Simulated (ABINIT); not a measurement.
Input of an ABINIT 10.8.3 (patched build) run:

File run.abi:

```
# Datasets: one volume each
ndtset 7
getwfk -1
scalecart1 3*0.9795861087
scalecart2 3*0.9864848297
scalecart3 3*0.9932883884
scalecart4 3*1.0000000000
scalecart5 3*1.0066227096
scalecart6 3*1.0131594038
scalecart7 3*1.0196128224

# Pseudopotentials
pp_dirpath "./"
pseudos "Fe.upf, O.upf"

# Structure
acell 3*1.0 Angstrom
rprim
     0.0000000000     2.1554000000     2.1554000000
     2.1554000000     0.0000000000     2.1554000000
     2.1554000000     2.1554000000     0.0000000000
ntypat 2
znucl 26 8
natom 2
typat 1 2
xred
     0.0000000000     0.0000000000     0.0000000000
     0.5000000000     0.5000000000     0.5000000000

# Plane-wave basis
ecut 45.0

# k points
kptopt 1
ngkpt 11 11 11
nshiftk 1
shiftk 0.0 0.0 0.0

# Exchange and correlation
ixc -116133

# Bands and occupations
nband 16
occopt 3
tsmear 0.00183747

# Spin
nsppol 2
spinat
     0.0000000000     0.0000000000     3.0000000000
     0.0000000000     0.0000000000     0.0000000000

# SCF cycle
nstep 100
tolvrs 1.0e-10

# Output
iomode 3
prtwf 1
prtden 0
prteig 0
prtebands 0
enunit 1
```

Potentials or basis: PseudoDojo NC SR PBEsol v0.4.1 standard.

Run with:

```sh
$ abinit run.abi > log 2>&1
```

(1) Predict the equilibrium volume.

(2) Predict the bulk modulus.

Answers

(1) 9.54 Å³/atom.

(2) 209 GPa.

Caveat: pressures at fixed basis lie under the slope of the energies.
